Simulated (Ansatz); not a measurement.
EuS:

```xyz
2
Lattice="0.0000 2.9785 2.9785 2.9785 0.0000 2.9785 2.9785 2.9785 0.0000" Properties=species:S:1:pos:R:3 pbc="T T T"
Eu    0.0000    0.0000    0.0000
S     2.9785    2.9785    2.9785
```

Base run:

- Program: Ansatz 0.2.0
- Functional: BLYP
- Potentials or basis: Ansatz PAW
- Cutoff: 420 eV (not typed: the program's choice for these potentials)
- k mesh: 8 × 8 × 8
- Occupations: fermi-dirac, width 0.05 eV
- Spin: collinear spin, ferromagnetic start
- Starting moments: [7.0, 0.0] μB

Its results: band gap on the k mesh none (metal or under the smearing width); pressure 0.7 GPa; net moment 6.98 μB per cell; site moments Eu +6.77; S -0.04 μB.

**Question.** After a change of settings the same cell gave: band gap on the k mesh 0.60 eV, indirect (least direct gap 0.85 eV); pressure -1.5 GPa; net moment 7.00 μB per cell; site moments Eu +6.89; S -0.06 μB. Which change was it?
A. functional from BLYP to HSEsol; k mesh from 8 × 8 × 8 to 4 × 4 × 4
B. functional from BLYP to revPBE
C. functional from BLYP to r2SCAN; cutoff from 420 eV (not typed: the program's choice for these potentials) to 500 eV (not typed: the program's choice for these potentials)
D. functional from BLYP to LDA

**Answer.** A.

Caveats: some runs use coarse meshes; spin-orbit coupling is left out, which moves the levels of the heavy elements; a cell with one magnetic atom can't hold antiferromagnetic order, which such compounds often take; the PAW data sets come from PBE, with cores solved anew for the run's functional, which leaves a small shift of forces and pressure; without U or exact exchange the open f shell lies at the Fermi level, which spoils levels, moments and volumes (some runs); the magnetic or orbital state may not be the lowest (some runs); the thresholds are loose for stress (some runs).

Runs at the PBE level aren't shown here.
